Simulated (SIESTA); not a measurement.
MgS under changes of volume

One of the cells (23.123 Å³/atom); the others are scaled copies at fixed shape and fractional positions:

```xyz
4
Lattice="4.0613 0.0000 0.0000 -2.0307 3.5172 0.0000 0.0000 0.0000 6.4749" Properties=species:S:1:pos:R:3 pbc="T T T"
S     2.0307    1.1724    5.6930
S     0.0000    2.3448    2.4556
Mg    0.0000    2.3448    6.4474
Mg    2.0307    1.1724    3.2100
```

The cell comes from a database or a generator and needn't be the stable form of this composition.

| Property | Result |
| --- | --- |
| Program | SIESTA 5.4.2 |
| Functional | PBEsol |
| Potentials or basis | PseudoDojo 0.4 standard (PBEsol files) |
| Basis | DZP (energy shift 0.003 Ry; two zetas on semicore shells) |
| Grid cutoff | 800 Ry |
| Energy shift | 0.003 Ry |
| k mesh | 8 × 8 × 4 |
| Occupations | fermi-dirac, width 0.05 eV |
| Spin | no spin polarisation |

```csv
volume (Å³/atom),energy over the lowest point (meV/atom),pressure (GPa),gap on the mesh (eV),largest force (eV/Å)
21.309,31.05,5.6,3.56,0.035
21.763,17.35,4.1,3.46,0.038
22.216,?,?,?,?
23.123,0.00,0.2,3.16,0.044
23.576,1.13,-0.8,3.07,0.047
24.030,4.90,-1.8,2.98,0.049
```

What does the run at 22.216 Å³/atom give?

Energy over the lowest point 7.88 meV/atom; pressure 2.7 GPa; gap on the mesh 3.35 eV; largest force 0.041 eV/Å.

Worked out: A Birch-Murnaghan fit of order 3 (a polynomial in V^(-2/3)) to the other rows has its minimum at 23.20 Å³/atom with B0 = V·E''(V) = 56 GPa and B' = 4.0 at fixed shape and positions, which overstates the stiffness. It gives 7.86 meV/atom at 22.216 Å³/atom, against the run's 7.88, and -dE/dV = 2.6 GPa, against 2.7. A straight line through the other rows of the gap, of slope -4.85 eV per unit of ln V (its deformation potential), gives 3.36 eV, against the run's 3.35.

Energies are extrapolated to zero smearing.

Caveats: the basis of atomic orbitals isn't converged, which shifts pressures, moduli and gaps.

A mesh can miss the band edges.
